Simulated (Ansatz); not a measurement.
Write the native input for Ansatz 0.2.0 that does the following.

```
Task                                : band structure
Functional                          : LDA
Potentials or basis                 : Ansatz PAW
Cutoff                              : 420 eV (not typed: the program's choice for these potentials)
k mesh                              : 8 × 8 × 2
Occupations                         : fermi-dirac, width 0.05 eV
Spin                                : no spin polarisation
Path                                : [["G", "M", "K", "G", "A", "L", "H", "A"], ["L", "M"], ["K", "H"]]
Points for each segment of the path : 10
```

InSe:

```
CELL_PARAMETERS angstrom
4.05000 0.00000 0.00000
-2.02500 3.50740 0.00000
0.00000 0.00000 16.93000
ATOMIC_POSITIONS crystal
In 0.66667 0.33333 0.84300
In 0.33333 0.66667 0.34300
In 0.66667 0.33333 0.65700
In 0.33333 0.66667 0.15700
Se 0.66667 0.33333 0.39800
Se 0.33333 0.66667 0.89800
Se 0.66667 0.33333 0.10200
Se 0.33333 0.66667 0.60200
```

One way to write it, as run:

input.yaml

```yaml
crystal:
  lattice:
    - [4.05, 0.0, 0.0]
    - [-2.025, 3.5074028853, 0.0]
    - [0.0, 0.0, 16.93]
  atoms:
    - { symbol: In, position: [0.6666666667, 0.3333333333, 0.843] }
    - { symbol: In, position: [0.3333333333, 0.6666666667, 0.343] }
    - { symbol: In, position: [0.6666666667, 0.3333333333, 0.657] }
    - { symbol: In, position: [0.3333333333, 0.6666666667, 0.157] }
    - { symbol: Se, position: [0.6666666667, 0.3333333333, 0.398] }
    - { symbol: Se, position: [0.3333333333, 0.6666666667, 0.898] }
    - { symbol: Se, position: [0.6666666667, 0.3333333333, 0.102] }
    - { symbol: Se, position: [0.3333333333, 0.6666666667, 0.602] }
hamiltonian:
  xc: lda
  pseudopotentials: { kind: paw }
kpoints:
  mp_grid: { grid: [8, 8, 2] }
  band_path:
    path:
      - [[0.0, 0.0, 0.0], [0.5, 0.0, 0.0], [0.3333333333, 0.3333333333, 0.0], [0.0, 0.0, 0.0], [0.0, 0.0, 0.5], [0.5, 0.0, 0.5], [0.3333333333, 0.3333333333, 0.5], [0.0, 0.0, 0.5]]
      - [[0.5, 0.0, 0.5], [0.5, 0.0, 0.0]]
      - [[0.3333333333, 0.3333333333, 0.0], [0.3333333333, 0.3333333333, 0.5]]
    npoints: 10
scf:
  occupations: { method: fermi_dirac, width: 0.05 }
  n_extra_bands: 20
output:
  forces: true
  stress: true
  eigenvalues: true
  fatbands: true
```

Potentials or basis: Ansatz PAW.

Run with:

```console
$ ansatz run input.yaml --threads 4 --pin off --max-ram 11264MiB --backend cpu --events-out ev --progress --plain --runs-dir out
```

It gave:

```yaml
Pressure: 3.4 GPa
Largest_force: 2.604 eV/Å
Band_gap_on_the_k_mesh: none (metal or under the smearing width)
```

Caveat: spin-orbit coupling is left out, which moves the levels of the heavy elements; the PAW data sets come from PBE, with cores solved anew for the run's functional, which leaves a small shift of forces and pressure; forces of over 1 eV/Å show positions far from the minimum, so gaps and moduli don't describe the material at rest.

Run time: 40 s on 4 threads of Intel(R) Xeon(R) Processor @ 2.50GHz (Skylake/Cascade Lake), with other jobs on the host, peak memory 1.2 GiB.
